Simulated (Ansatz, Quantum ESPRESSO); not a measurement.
MnO: programs and potentials compared

```
Mn O
1.0
     0.00000    2.22391    2.22391
     2.22391    0.00000    2.22391
     2.22391    2.22391    0.00000
Mn O
1 1
Direct
  0.00000 0.00000 0.00000
  0.50000 0.50000 0.50000
```

The cell is a database's computed one, not the measured one.

Alike in all runs: task band structure; functional LDA; k mesh 10 × 10 × 10; occupations fermi-dirac, width 0.05 eV; collinear spin, ferromagnetic start; no spin-orbit coupling. The measured crystal is an antiferromagnetic insulator; the state found here is the runs' own. LDA stands for any of its common fits. Pressure is positive in compression and, in plane waves, holds the error of the finite cutoff, which Ansatz's Pulay term estimates and takes out.

```csv
program and potentials,plane-wave cutoff (eV),notes,pressure (GPa),net moment per atom (μB)
"Quantum ESPRESSO, PseudoDojo 0.4.1 SR LDA standard",1306,-,-16.00,2.32
"Ansatz, all-electron LAPW, scalar-relativistic",-,-,-16.55,2.30
"Ansatz, JTH PAW LDA",1380,Pulay term of +0.06 GPa included,-16.11,2.30
```

The pressure spans -16.55 (Ansatz, all-electron LAPW, scalar-relativistic) to -16.00 GPa (Quantum ESPRESSO, PseudoDojo 0.4.1 SR LDA standard), with all-electron results at -16.55. The net moment per atom spans 2.30 (Ansatz, JTH PAW LDA) to 2.32 μB (Quantum ESPRESSO, PseudoDojo 0.4.1 SR LDA standard), with all-electron results at 2.30. The cell lies far from this level's equilibrium. The state is the one that the start led to, which needn't be the lowest.

The functional is the same throughout but for its coding, so the spread measures potentials, basis and numerics; runs on potential files found faulty are left out.

All three runs describe nearly the same state: the net moment is 2.30 to 2.32 μB per atom, and the pressure is strongly negative throughout. Both potential-based runs give slightly less tension than the all-electron value of -16.55 GPa, possibly because of their treatment of the core, but the offset is small beside the pressure itself. The cell therefore tends to contract, as expected from LDA's overbinding.

The moment per formula unit is non-integer and falls short of the spin-only value of a half-filled Mn d shell. Without spin-orbit coupling, a collinear insulator would have an integer moment, so this suggests a metallic state in which majority-spin states have lost electrons to minority-spin ones. That conflicts with the insulating crystal. The likely cause is LDA's too weak exchange splitting of the localised d states, together with the band broadening that parallel spins allow. Agreement between the potentials thus supports their transferability for this state, not its physical realism. Pressure at a single volume fixes neither the equilibrium lattice constant nor the bulk modulus.
